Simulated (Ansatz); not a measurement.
## Tetragonal deformation path in KMgF3

Level of theory: DFT PBE, scalar-relativistic, plane waves, PAW in Ansatz 0.2.0. Settings: plane waves to 420 eV, k-mesh 6×6×6 (Γ-centred), Gaussian smearing 0.05 eV. No spin polarisation. Energies are free energies at this smearing, counted from the undisturbed cell; pressure is positive in compression.

Zero of the scan (as given, not relaxed at this level; it stands at 3.8 GPa, and it needn't be the usual structure):

```xyz
5
Lattice="3.9859 0.0000 0.0000 0.0000 3.9859 0.0000 0.0000 0.0000 3.9859" Properties=species:S:1:pos:R:3 pbc="T T T"
K     1.9929    1.9929    1.9929
Mg    0.0000    0.0000    0.0000
F     1.9929    0.0000    0.0000
F     0.0000    1.9929    0.0000
F     0.0000    0.0000    1.9929
```

At fixed volume and fractional coordinates, lengths along (0.000, 0.000, 1.000) are scaled against those across it; ρ is that ratio over its starting value.

| ρ | ΔE (meV/atom) | pressure (GPa) | gap on the mesh (eV) |
| --- | --- | --- | --- |
| 0.650 | ? | ? | 6.36 |
| 0.707 | 527.3 | 21.3 | 6.85 |
| 0.780 | 231.1 | 12.1 | 7.22 |
| 0.850 | 87.2 | 7.2 | 7.26 |
| 0.920 | 20.8 | 4.6 | 7.30 |
| 0.960 | ? | 4.0 | ? |
| 1.000 | 0.0 | 3.8 | 7.33 |
| 1.050 | ? | 4.1 | ? |
| 1.100 | 23.1 | ? | ? |
| 1.200 | 81.6 | 7.6 | 7.12 |
| 1.300 | 166.8 | 11.7 | 6.94 |
| 1.414 | 292.7 | 17.6 | 6.68 |
| 1.500 | 407.4 | 22.9 | 6.45 |

Give the withheld values.

ΔE (meV/atom) at ρ = 0.650: 940.9; pressure (GPa) at ρ = 0.650: 32.9; ΔE (meV/atom) at ρ = 0.960: 4.7; gap on the mesh (eV) at ρ = 0.960: 7.32; ΔE (meV/atom) at ρ = 1.050: 6.3; gap on the mesh (eV) at ρ = 1.050: 7.30; pressure (GPa) at ρ = 1.100: 4.8; gap on the mesh (eV) at ρ = 1.100: 7.25.